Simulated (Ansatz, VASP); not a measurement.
**One calculation of BP, two programs**

The input INCAR:

```
SYSTEM = BP
ALGO = Normal
EDIFF = 1E-7
EDIFFG = -0.005
ENCUT = 600
GGA = PS
IBRION = 2
ISIF = 3
ISMEAR = 0
LASPH = .TRUE.
LCHARG = .FALSE.
LREAL = .FALSE.
LWAVE = .FALSE.
NELM = 100
NSW = 100
PREC = Accurate
SIGMA = 0.02
```

KPOINTS

```
k-points
0
G
  10 10 10
  0 0 0
```

File POSCAR:

```
BP
1.0
    0.0000000000      2.2690000000      2.2690000000
    2.2690000000      0.0000000000      2.2690000000
    2.2690000000      2.2690000000      0.0000000000
B P
1 1
Direct
    0.0000000000      0.0000000000      0.0000000000
    0.2500000000      0.2500000000      0.2500000000
```

Input for Ansatz:

```yaml
crystal:
  lattice:
    - [0.0, 2.269, 2.269]
    - [2.269, 0.0, 2.269]
    - [2.269, 2.269, 0.0]
  atoms:
    - { symbol: B, position: [0.0, 0.0, 0.0] }
    - { symbol: P, position: [0.25, 0.25, 0.25] }
basis:
  ecutwfc: 420
kpoints:
  mp_grid: { grid: [10, 10, 10] }
hamiltonian:
  xc: pbesol
scf:
  occupations: { method: gaussian, width: 0.02 }
output:
  forces: true
  stress: true
  eigenvalues: true
  write_density: true
  write_potential: true
  elf: true
  volumetric_format: npy
relax:
  adjacent_minimum: "off"
  f_tol: 0.005
  max_steps: 80
  cell: { stress_tol: 0.05 }
```

Alike in both runs: task relaxation of cell and atoms; functional PBEsol; k mesh 10 × 10 × 10; occupations gaussian, width 0.02 eV; no spin polarisation.

|  | VASP | Ansatz |
| --- | --- | --- |
| version | VASP 6.6.1 | Ansatz 0.2.0 |
| potentials or method | VASP PAW PBE potentials, release 64 (B, P) | scalar-relativistic, plane waves, PAW |
| plane-wave cutoff (eV) | 600 | 420 |
| valence electrons in the cell | 8 | 8 |

```tsv
	VASP	Ansatz	Ansatz less VASP
gap on the k mesh at the Fermi level, each at its own relaxed structure (eV)	1.12	1.12	+0.003
relaxed volume (Å³/atom)	11.55	11.54	-0.007
relaxed cell length with the largest relative difference (Å)	3.197	3.196	-0.0007
```

Caveats: the PAW data sets were made with another functional, which shifts forces and pressure a little (VASP). PBEsol gaps usually lie below the measured ones, often by a third to a half. A k mesh can miss the band edges.
